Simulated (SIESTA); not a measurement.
Here is a SIESTA 5.4.2 calculation.

Contents of MgO2.fdf:

```
SystemName                      MgO2
SystemLabel                     MgO2
NumberOfSpecies                 2
NumberOfAtoms                   12
%block ChemicalSpeciesLabel
  1  12 Mg
  2   8 O
%endblock ChemicalSpeciesLabel

LatticeConstant                 1.0 Ang
%block LatticeVectors
     4.8286124700     0.0000000000     0.0000000000
     0.0000000000     4.8286124700     0.0000000000
     0.0000000000     0.0000000000     4.8286124700
%endblock LatticeVectors
AtomicCoordinatesFormat         Fractional
%block AtomicCoordinatesAndAtomicSpecies
    -0.0045910000    -0.0091030000    -0.0088880000  1  Mg
     0.4975780000    -0.0094520000     0.4992140000  1  Mg
     0.4972360000     0.4924240000    -0.0035390000  1  Mg
     0.0046730000     0.5035400000     0.4973840000  1  Mg
     0.5932840000     0.9026510000     0.0816890000  2  O
     0.9043630000     0.0884660000     0.5871860000  2  O
     0.0911030000     0.5874900000     0.9150870000  2  O
     0.4253520000     0.4109480000     0.3984520000  2  O
     0.5865260000     0.5949910000     0.5978840000  2  O
     0.9083240000     0.4235650000     0.0981600000  2  O
     0.0911880000     0.9024110000     0.4180610000  2  O
     0.4128270000     0.0845860000     0.9065980000  2  O
%endblock AtomicCoordinatesAndAtomicSpecies

%block kgrid.MonkhorstPack
    6   0   0  0.0
    0   6   0  0.0
    0   0   6  0.0
%endblock kgrid.MonkhorstPack
XC.Functional                   GGA
XC.Authors                      PBEsol
PAO.BasisSize                   DZP
PAO.EnergyShift                 0.003 Ry
Mesh.Cutoff                     800 Ry
OccupationFunction              FD
ElectronicTemperature           0.05 eV
MaxSCFIterations                120
SCF.MustConverge                false
SCF.Mixer.Method                Pulay
SCF.Mixer.Weight                0.25
SCF.Mixer.History               8
SCF.DM.Tolerance                5.0e-05
SCF.H.Tolerance                 1.0e-03 eV
WriteForces                     true
Charge.Mulliken                 end
%block PAO.Basis
  Mg 4
  n=2 0 2
    2.604 0.000
  n=3 0 2
    8.229 0.000
  n=2 1 2
    2.943 0.000
  n=3 1 1
    8.229
%endblock PAO.Basis
```

Potentials or basis: PseudoDojo 0.4 standard (PBEsol files), DZP (energy shift 0.003 Ry; two zetas on semicore shells).

The run is started by

```sh
$ siesta < MgO2.fdf > MgO2.out 2>&1
```

(1) Estimate the band gap on the k mesh.

(2) What does it give for the largest force?

(3) What does it give for the pressure?

Results:

(1) 3.42 eV, indirect (least direct gap 3.54 eV).

(2) 1.149 eV/Å.

(3) 4.2 GPa.

Caveat: the basis of atomic orbitals isn't converged, which shifts pressures, moduli and gaps.
